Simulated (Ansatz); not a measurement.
This BeS structure is the end of a relaxation. The cell was found from a structure generator's guess, not taken from experiment.

Computed with DFT PBE, scalar-relativistic, plane waves, PAW in Ansatz 0.2.0. Cutoff 420 eV, Γ-centred mesh, Gaussian smearing, no spin polarisation.

```cif
data_structure
_symmetry_space_group_name_H-M 'P 1'
_symmetry_Int_Tables_number 1
_cell_length_a 11.0999
_cell_length_b 11.0999
_cell_length_c 3.4081
_cell_angle_alpha 90.000
_cell_angle_beta 90.000
_cell_angle_gamma 90.000
_cell_volume 419.90
loop_
_atom_site_label
_atom_site_type_symbol
_atom_site_fract_x
_atom_site_fract_y
_atom_site_fract_z
_atom_site_occupancy
Be1 Be 0.57452 0.62989 0.00000 1
Be2 Be 0.87011 0.92548 0.50000 1
Be3 Be 0.42548 0.37011 0.00000 1
Be4 Be 0.12989 0.07452 0.50000 1
Be5 Be 0.62989 0.42548 0.50000 1
Be6 Be 0.92548 0.12989 0.00000 1
Be7 Be 0.37011 0.57452 0.50000 1
Be8 Be 0.07452 0.87011 0.00000 1
S1 S 0.00263 0.80110 0.50000 1
S2 S 0.30110 0.50263 0.00000 1
S3 S 0.99737 0.19890 0.50000 1
S4 S 0.69890 0.49737 0.00000 1
S5 S 0.19890 0.00263 0.00000 1
S6 S 0.49737 0.30110 0.50000 1
S7 S 0.80110 0.99737 0.00000 1
S8 S 0.50263 0.69890 0.50000 1
```

Energies over the elements count from the elements' standard structures at the same level, with no fitted energy shifts.

Question: What space group does it have?

Answer: P4_2/mbc (No. 135). Conventional cell: a = 11.100 Å, c = 3.408 Å. Be is surrounded by 3 S at 2.02–2.03 Å; S has 3 Be at 2.02–2.03 Å.

Question: How far does it lie from the elements in energy?

Answer: −0.826 eV/atom. It lies below the elements, which doesn't yet make it stable against other compounds or structures.

Question: Is it a metal?

Answer: No, the gap on the 2×2×8 mesh is 3.63 eV.

Question: From what recipe could a structure generator have reached it?

Answer: One such recipe: 4-connected net, two elements alternating (P4_2/mbc, No. 135). Other recipes can lead to the same cell.

The last run used a 2×2×8 mesh (in the run's order of axes) for its 16-atom cell and Gaussian smearing of 0.02 eV. No dispersion correction is applied, so the spacing and binding between layers, chains or molecules are poorly described. Kohn–Sham gaps at this level usually fall short of measured ones. The reference form of S is held partly by dispersion forces, which this level lacks. Symmetry constrained the relaxation, so the result can be a saddle point.
